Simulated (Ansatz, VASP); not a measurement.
One calculation of Mo, two programs

Contents of INCAR:

```
ALGO = Fast ; EDIFF = 1E-6
ENCUT = 520 ; GGA = PE
ISIF = 2 ; ISMEAR = 0
LASPH = True ; LCHARG = True
LELF = True ; LREAL = False
LVHAR = True ; LWAVE = False
NBANDS = 13 ; NELM = 100
PREC = Accurate ; SIGMA = 0.15
```

The input KPOINTS:

```
k-points
0
Gamma
  22 22 22
```

File POSCAR:

```
Mo
1.0
    0.0000000000      2.3036518973      1.4494577738
    2.3036518973      0.0000000000      1.4494577738
    2.3036518973      2.3036518973      0.0000000000
Mo
1
Direct
    0.0000000000      0.0000000000      0.0000000000
```

Input for Ansatz:

```yaml
crystal:
  lattice:
    - [0.0, 2.3036518973, 1.4494577738]
    - [2.3036518973, 0.0, 1.4494577738]
    - [2.3036518973, 2.3036518973, 0.0]
  atoms:
    - { symbol: Mo, position: [0.0, 0.0, 0.0] }
basis:
  ecutwfc: 420
kpoints:
  mp_grid: { grid: [22, 22, 22] }
hamiltonian:
  xc: pbe
scf:
  occupations: { method: gaussian, width: 0.15 }
output:
  forces: true
  stress: true
  eigenvalues: true
```

Alike in both runs: task single point; functional PBE; k mesh 22 × 22 × 22; occupations gaussian, width 0.15 eV; no spin polarisation.

```csv
,VASP,Ansatz
version,VASP 6.6.1,Ansatz 0.2.0
potentials or method,"VASP PAW PBE potentials, release 64 (Mo_sv)","scalar-relativistic, plane waves, PAW"
plane-wave cutoff (eV),520,420
valence electrons in the cell,14,14
```

|  | VASP | Ansatz | Ansatz less VASP |
| --- | --- | --- | --- |
| gap on the k mesh at the Fermi level (eV) | none | none | - |
| pressure (GPa) | 9.4 | 8.9 | -0.55 |
| largest component of the traceless stress (GPa) | 22.55 | 22.54 | -0.010 |

A gap of «none» marks a metal or a gap that the smearing closes.
